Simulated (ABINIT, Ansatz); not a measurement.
Given: the input of a run of ABINIT 10.8.3 (patched build) on MnO. Measurements of this composition are mostly on another form, of space group No. 225.

The input run.abi:

```
# Pseudopotentials
pp_dirpath "./"
pseudos "Mn.GGA_PBE-JTH.xml, O.GGA_PBE-JTH.xml"

# Structure
acell 2.67238866 2.67238866 2.67238866 Angstrom
rprim
     1.0000000000     0.0000000000     0.0000000000
     0.0000000000     1.0000000000     0.0000000000
     0.0000000000     0.0000000000     1.0000000000
ntypat 2
znucl 25 8
natom 2
typat 1 2
xred
     0.0000000000     0.0000000000     0.0000000000
     0.5000000000     0.5000000000     0.5000000000

# Plane-wave basis
ecut 26.0
pawecutdg 48.0
pawxcdev 0

# k points
kptopt 1
ngkpt 10 10 10
nshiftk 1
shiftk 0.0 0.0 0.0

# Exchange and correlation
ixc 11

# Bands and occupations
nband 16
occopt 3
tsmear 0.05 eV

# Spin
nsppol 2
spinat
     0.0000000000     0.0000000000     5.0000000000
     0.0000000000     0.0000000000     0.0000000000

# SCF cycle
nstep 100
tolvrs 1.0e-9

# Output
iomode 3
prtwf 0
prtden 0
prteig 0
prtebands 0
enunit 2
```

Potentials or basis: JTH PAW PBE v2.0.

Run with:

```sh
$ abinit run.abi > log 2>&1
```

Set up the same calculation for Ansatz 0.2.0. Potentials or basis there: all-electron LAPW, scalar-relativistic.

As run (cutoffs and basis follow the program's own potentials, and thresholds, step limits or extra output files can differ):

Contents of input.yaml:

```yaml
crystal:
  lattice:
    - [2.67238866, 0.0, 0.0]
    - [0.0, 2.67238866, 0.0]
    - [0.0, 0.0, 2.67238866]
  atoms:
    - { symbol: Mn, position: [0.0, 0.0, 0.0], spin: 4.0 }
    - { symbol: O, position: [0.5, 0.5, 0.5] }
kpoints:
  mp_grid: { grid: [10, 10, 10] }
scf:
  occupations: { method: fermi_dirac, width: 0.05 }
hamiltonian:
  xc: pbe
  pseudopotentials: { kind: all_electron, lapw: { basis_error: 0.001 } }
magnetization:
  spin_polarized: true
output:
  forces: true
  stress: true
  eigenvalues: true
  populations: true
```

Potentials or basis: all-electron LAPW, scalar-relativistic.

Command:

```sh
$ ansatz run input.yaml --threads 2 --pin off --max-ram 6144MiB --backend cpu --events-out ev --progress --plain --runs-dir out
```

Both were run:

|  | ABINIT | Ansatz |
| --- | --- | --- |
| Pressure | 5.5 GPa | 5.6 GPa |
| Net moment | 4.18 μB per cell | 4.19 μB per cell |

Where Ansatz's input types no cutoff or centring, it takes its own default and a Γ-centred mesh.

The magnetic state is the one that the start led to; the real crystal's order can differ.

Pressure is positive in compression.
